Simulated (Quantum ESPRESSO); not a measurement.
# Au (P6_3/mmc) in Quantum ESPRESSO: further runs

One crystal, Au, is run at these levels: PBEsol; tasks: relaxation of cell and atoms.

All numbers are computed with Quantum ESPRESSO 7.5; they aren't measurements. Logs are shortened: lines on timing, memory, paths and dates and some standing lists are left out, and cuts for length are marked.

## 1. The crystal as given

Symmetry: P6_3/mmc, No. 194, hexagonal system. Conventional cell: a = 2.900 Å, b = 2.900 Å, c = 4.880 Å, α = 90.00°, β = 90.00°, γ = 120.00°. Around Au (site symmetry -6m2) lie 12 Au at 2.90 to 2.96 Å.

This isn't the form of Au at room conditions, which is fcc.

## 2. Relaxation of cell and atoms, PBEsol, target pressure 20 GPa, at which the enthalpy is minimised

pw.in

```
&CONTROL
  calculation = 'vc-relax'
  prefix = 'pwscf'
  outdir = './tmp'
  pseudo_dir = './pseudo'
  tprnfor = .true.
  tstress = .true.
  disk_io = 'low'
  nstep = 40
  forc_conv_thr = 0.0004
  etot_conv_thr = 1d-05
/
&SYSTEM
  ibrav = 0
  A = 2.9
  nat = 2
  ntyp = 1
  ecutwfc = 52
  ecutrho = 414
  nbnd = 18
  occupations = 'smearing'
  smearing = 'fd'
  degauss = 0.00367493
/
&ELECTRONS
  conv_thr = 4d-10
  electron_maxstep = 120
  mixing_beta = 0.5
/
&IONS
  ion_dynamics = 'bfgs'
/
&CELL
  cell_dynamics = 'bfgs'
  press = 200
  press_conv_thr = 0.3
/
ATOMIC_SPECIES
Au   196.9666 au_pbesol_v1.uspp.F.UPF
CELL_PARAMETERS alat
   1.0000000000    0.0000000000    0.0000000000
  -0.5000000000    0.8660254038    0.0000000000
   0.0000000000    0.0000000000    1.6827586207
ATOMIC_POSITIONS alat
Au     0.5000000000    0.2886751346    0.4206896552
Au    -0.0000000001    0.5773502692    1.2620689655
K_POINTS automatic
11 11 6 0 0 0
```

Potentials or basis: GBRV 1.5 PBEsol.

Launch:

```sh
OMP_NUM_THREADS=1 mpirun -n 2 pw.x -nk 2 -in pw.in > pw.out
```

pw.out:

```text
This program is part of the open-source Quantum ESPRESSO suite
     for quantum simulation of materials; please cite
         "P. Giannozzi et al., J. Phys.:Condens. Matter 21 395502 (2009);
         "P. Giannozzi et al., J. Phys.:Condens. Matter 29 465901 (2017);
         "P. Giannozzi et al., J. Chem. Phys. 152 154105 (2020);
     in publications or presentations arising from this work. More details at

     Message from routine setup:
     using ibrav=0 with symmetry is DISCOURAGED, use correct ibrav instead

     K-points division:     npool     =       2
     Subspace diagonalization in iterative solution of the eigenvalue problem:
     a serial algorithm will be used

     G-vector sticks info
     --------------------
     sticks:   dense  smooth     PW     G-vecs:    dense   smooth      PW
     Sum         847     433    127                34145    12211    2057

     Using Slab Decomposition

     bravais-lattice index     =            0
     lattice parameter (alat)  =       5.4802  a.u.
     unit-cell volume          =     239.8518 (a.u.)^3
     number of atoms/cell      =            2
     number of atomic types    =            1
     number of electrons       =        22.00
     number of Kohn-Sham states=           18
     kinetic-energy cutoff     =      52.0000  Ry
     charge density cutoff     =     414.0000  Ry
     scf convergence threshold =      4.0E-10
     mixing beta               =       0.5000
     number of iterations used =            8  plain     mixing
     energy convergence thresh.=      1.0E-05
     force convergence thresh. =      4.0E-04
     press convergence thresh. =      3.0E-01
     Exchange-correlation= SLA  PW   PSX  PSC
                           (   1   4  10   8   0   0   0)
     nstep                     =           40

     celldm(1)=   5.480206  celldm(2)=   0.000000  celldm(3)=   0.000000
     celldm(4)=   0.000000  celldm(5)=   0.000000  celldm(6)=   0.000000

     crystal axes: (cart. coord. in units of alat)
               a(1) = (   1.000000   0.000000   0.000000 )
               a(2) = (  -0.500000   0.866025   0.000000 )
               a(3) = (   0.000000   0.000000   1.682759 )

     reciprocal axes: (cart. coord. in units 2 pi/alat)
               b(1) = (  1.000000  0.577350 -0.000000 )
               b(2) = (  0.000000  1.154701  0.000000 )
               b(3) = (  0.000000 -0.000000  0.594262 )

     PseudoPot. # 1 for Au read from file:
     au_pbesol_v1.uspp.F.UPF
     Pseudo is Ultrasoft + core correction, Zval = 11.0
     Generated by new atomic code, or converted to UPF format
     Using radial grid of  985 points,  7 beta functions with:
                l(1) =   0
                l(2) =   0
                l(3) =   1
                l(4) =   1
                l(5) =   2
                l(6) =   2
                l(7) =   3
     Q(r) pseudized with  6 coefficients,  rinner =    1.900   1.900   1.900
                                                       1.900   1.900   1.900
                                                       1.900

     atomic species   valence    mass     pseudopotential
     Au               11.00   196.96660     Au( 1.00)

     24 Sym. Ops., with inversion, found (12 have fractional translation)

   Cartesian axes

     site n.     atom                  positions (alat units)
         1        Au     tau(   1) = (   0.5000000   0.2886751   0.4206897  )
         2        Au     tau(   2) = (  -0.0000000   0.5773503   1.2620690  )

     number of k points=    64  Fermi-Dirac smearing, width (Ry)=  0.0037
                       cart. coord. in units 2pi/alat
        k(    1) = (   0.0000000   0.0000000   0.0000000), wk =   0.0027548
        k(    2) = (   0.0000000   0.0000000   0.0990437), wk =   0.0055096
        k(    3) = (   0.0000000   0.0000000   0.1980874), wk =   0.0055096
        k(    4) = (   0.0000000   0.0000000  -0.2971311), wk =   0.0027548
        k(    5) = (   0.0000000   0.1049728   0.0000000), wk =   0.0165289
        k(    6) = (   0.0000000   0.1049728   0.0990437), wk =   0.0330579
[... 56 lines left out ...]
        k(   63) = (   0.2727273   0.5773503   0.1980874), wk =   0.0330579
        k(   64) = (   0.2727273   0.5773503  -0.2971311), wk =   0.0165289

     Dense  grid:    34145 G-vectors     FFT dimensions: (  36,  36,  60)

     Smooth grid:    12211 G-vectors     FFT dimensions: (  25,  25,  48)

     Initial potential from superposition of free atoms

     starting charge      21.9998, renormalised to      22.0000
     Starting wfcs are   18 randomized atomic wfcs

     Self-consistent Calculation

     iteration #  1     ecut=    52.00 Ry     beta= 0.50
     Davidson diagonalization with overlap
     ethr =  1.00E-02,  avg # of iterations =  5.0

     Threshold (ethr) on eigenvalues was too large:
     Diagonalizing with lowered threshold

     Davidson diagonalization with overlap
     ethr =  6.72E-04,  avg # of iterations =  1.2
[... 472 lines left out ...]
     Computing stress (Cartesian axis) and pressure

          total   stress  (Ry/bohr**3)                   (kbar)     P=      -68.13
  -0.00045167  -0.00000000   0.00000000          -66.44       -0.00        0.00
   0.00000000  -0.00045167   0.00000000            0.00      -66.44        0.00
   0.00000000   0.00000000  -0.00048608            0.00        0.00      -71.50

     BFGS Geometry Optimization
     Energy error            =      6.8E-02 Ry
     Gradient error          =      0.0E+00 Ry/Bohr
     Cell gradient error     =      2.7E+02 kbar

     number of scf cycles    =   1
     number of bfgs steps    =   0

     enthalpy           new  =    -229.1715332281 Ry

     new trust radius        =       0.1429191084 bohr
     new conv_thr            =       0.0000000004 Ry
[... 570 lines left out ...]
          k =-0.0000 0.0000 0.2078 (  1527 PWs)   bands (ev):

     7.6045   9.1122  11.9931  12.3786  12.3786  12.6025  12.6025  13.0160
    14.2829  14.2829  15.0737  15.0737  25.5690  30.8819  33.0038  33.3077
    36.2423  36.2423

          k = 0.0000-0.0000-0.3117 (  1522 PWs)   bands (ev):

     8.5038   8.5038  12.1189  12.1189  12.4396  12.4396  12.4396  12.4396
    14.7398  14.7398  14.7398  14.7398  28.8645  28.8645  32.4687  32.4687
    36.7482  36.7482

          k =-0.0000 0.1095-0.0000 (  1525 PWs)   bands (ev):

     6.9436   9.5186  12.0508  12.5832  12.6885  12.7655  13.0529  13.3839
    13.5201  14.1654  15.3285  17.4106  20.7570  32.2908  33.8116  34.3539
    35.6195  35.9393
[... 1848 lines left out ...]
          total   stress  (Ry/bohr**3)                   (kbar)     P=      200.01
   0.00135961   0.00000000  -0.00000000          200.01        0.00       -0.00
   0.00000000   0.00135961   0.00000000            0.00      200.01        0.00
  -0.00000000  -0.00000000   0.00135962           -0.00       -0.00      200.01

     Energy error            =      9.9E-09 Ry
     Gradient error          =      0.0E+00 Ry/Bohr
     Cell gradient error     =      7.6E-03 kbar

     bfgs converged in   6 scf cycles and   5 bfgs steps
     (criteria: energy <  1.0E-05 Ry, force <  4.0E-04 Ry/Bohr, cell <  3.0E-01 kbar)

     End of BFGS Geometry Optimization

     Final enthalpy           =    -229.2031673232 Ry

Begin final coordinates
     new unit-cell volume =    209.70003 a.u.^3 (    31.07434 Ang^3 )
     density =     21.05086 g/cm^3

CELL_PARAMETERS (alat=  5.48020576)
   0.961017567   0.000000000   0.000000000
  -0.480508784   0.832265627  -0.000000000
   0.000000000   0.000000000   1.592995746

ATOMIC_POSITIONS (alat)
Au               0.4805087837        0.2774218756        0.3982489364
Au              -0.0000000001        0.5548437513        1.1947468091
End final coordinates

     Final scf calculation at the relaxed structure.
     The G-vectors are recalculated for the final unit cell
     Results may differ from those at the preceding step.

     G-vector sticks info
     --------------------
     sticks:   dense  smooth     PW     G-vecs:    dense   smooth      PW
     Sum         793     397    121                29865    10577    1835

     Using Slab Decomposition

     bravais-lattice index     =            0
     lattice parameter (alat)  =       5.4802  a.u.
     unit-cell volume          =     209.7000 (a.u.)^3
     number of atoms/cell      =            2
     number of atomic types    =            1
     number of electrons       =        22.00
     number of Kohn-Sham states=           18
     kinetic-energy cutoff     =      52.0000  Ry
     charge density cutoff     =     414.0000  Ry
     scf convergence threshold =      4.0E-12
     mixing beta               =       0.5000
     number of iterations used =            8  plain     mixing
     press convergence thresh. =      3.0E-01
     Exchange-correlation= SLA  PW   PSX  PSC
                           (   1   4  10   8   0   0   0)

     celldm(1)=   5.480206  celldm(2)=   0.000000  celldm(3)=   0.000000
     celldm(4)=   0.000000  celldm(5)=   0.000000  celldm(6)=   0.000000

     crystal axes: (cart. coord. in units of alat)
               a(1) = (   0.961018   0.000000   0.000000 )
               a(2) = (  -0.480509   0.832266  -0.000000 )
               a(3) = (   0.000000   0.000000   1.592996 )

     reciprocal axes: (cart. coord. in units 2 pi/alat)
               b(1) = (  1.040564  0.600770 -0.000000 )
               b(2) = ( -0.000000  1.201539 -0.000000 )
               b(3) = ( -0.000000 -0.000000  0.627748 )

     PseudoPot. # 1 for Au read from file:
     au_pbesol_v1.uspp.F.UPF
     Pseudo is Ultrasoft + core correction, Zval = 11.0
     Generated by new atomic code, or converted to UPF format
     Using radial grid of  985 points,  7 beta functions with:
                l(1) =   0
                l(2) =   0
                l(3) =   1
                l(4) =   1
                l(5) =   2
                l(6) =   2
                l(7) =   3
     Q(r) pseudized with  6 coefficients,  rinner =    1.900   1.900   1.900
                                                       1.900   1.900   1.900
                                                       1.900

     atomic species   valence    mass     pseudopotential
     Au               11.00   196.96660     Au( 1.00)

     24 Sym. Ops., with inversion, found (12 have fractional translation)

   Cartesian axes

     site n.     atom                  positions (alat units)
         1        Au     tau(   1) = (   0.4805088   0.2774219   0.3982489  )
         2        Au     tau(   2) = (  -0.0000000   0.5548438   1.1947468  )

     number of k points=    64  Fermi-Dirac smearing, width (Ry)=  0.0037
                       cart. coord. in units 2pi/alat
        k(    1) = (   0.0000000   0.0000000   0.0000000), wk =   0.0027548
        k(    2) = (  -0.0000000  -0.0000000   0.1046247), wk =   0.0055096
        k(    3) = (  -0.0000000  -0.0000000   0.2092494), wk =   0.0055096
        k(    4) = (   0.0000000   0.0000000  -0.3138740), wk =   0.0027548
        k(    5) = (  -0.0000000   0.1092309  -0.0000000), wk =   0.0165289
        k(    6) = (  -0.0000000   0.1092309   0.1046247), wk =   0.0330579
[... 56 lines left out ...]
        k(   63) = (   0.2837901   0.6007697   0.2092494), wk =   0.0330579
        k(   64) = (   0.2837901   0.6007697  -0.3138740), wk =   0.0165289

     Dense  grid:    29865 G-vectors     FFT dimensions: (  36,  36,  60)

     Smooth grid:    10577 G-vectors     FFT dimensions: (  25,  25,  48)

     Initial potential from superposition of free atoms

     starting charge      21.9998, renormalised to      22.0000
     Starting wfcs are   18 randomized atomic wfcs

     Self-consistent Calculation

     iteration #  1     ecut=    52.00 Ry     beta= 0.50
     Davidson diagonalization with overlap
     c_bands:  4 eigenvalues not converged
     c_bands:  1 eigenvalues not converged
     c_bands:  2 eigenvalues not converged
     c_bands:  2 eigenvalues not converged
     c_bands:  1 eigenvalues not converged
     c_bands:  2 eigenvalues not converged
[... 8 lines left out ...]
     c_bands:  1 eigenvalues not converged
     c_bands:  1 eigenvalues not converged
     ethr =  1.00E-06,  avg # of iterations = 17.5
[... 472 lines left out ...]
     Computing stress (Cartesian axis) and pressure

          total   stress  (Ry/bohr**3)                   (kbar)     P=      199.91
   0.00135882  -0.00000000  -0.00000000          199.89       -0.00       -0.00
  -0.00000000   0.00135882   0.00000000           -0.00      199.89        0.00
   0.00000000  -0.00000000   0.00135923            0.00       -0.00      199.95

=------------------------------------------------------------------------------=
   JOB DONE.
=------------------------------------------------------------------------------=
```

Run time: 1.7 min. Hardware: 2 MPI ranks of Arm Neoverse V1, shared host; peak memory 0.34 GiB.

Results:

```
Free energy                                            : -3122.3467 eV
Relaxed volume                                         : 15.54 Å³/atom
Relaxed cell                                           : a = 2.787 Å, b = 2.787 Å, c = 4.620 Å, α = 90.00°, β = 90.00°, γ = 120.00°
Space group after relaxing (to 0.05 Å)                 : P6_3/mmc (No. 194)
Energy change on relaxing (the enthalpy is what falls) : +63.7 meV/atom
Ionic steps                                            : 6
Pressure after relaxing                                : 20.0 GPa
Band gap on the k mesh                                 : none (metal or under the smearing width)
```

The path:
| step | energy change (eV) | largest force (eV/Å) | pressure (GPa) | volume (Å³) |
| --- | --- | --- | --- | --- |
| 1 | 0.0000 | 0.0000 | -6.81 | 35.54 |
| 2 | 0.1527 | 0.0000 | 21.74 | 30.90 |
| 3 | 0.1208 | 0.0000 | 19.49 | 31.14 |
| 4 | 0.1226 | 0.0000 | 19.66 | 31.11 |
| 5 | 0.1275 | 0.0000 | 20.01 | 31.07 |
| 6 | 0.1273 | 0.0000 | 20.00 | 31.07 |

Final structure:
```
Au
1.0
     2.78695    0.00000    0.00000
    -1.39348    2.41357    0.00000
     0.00000    0.00000    4.61969
Au
2
Direct
  0.66667 0.33333 0.25000
  0.33333 0.66667 0.75000
```

The run has no spin-orbit coupling, so splittings on Au are missing.

(Part 1 of 2 ends here.)
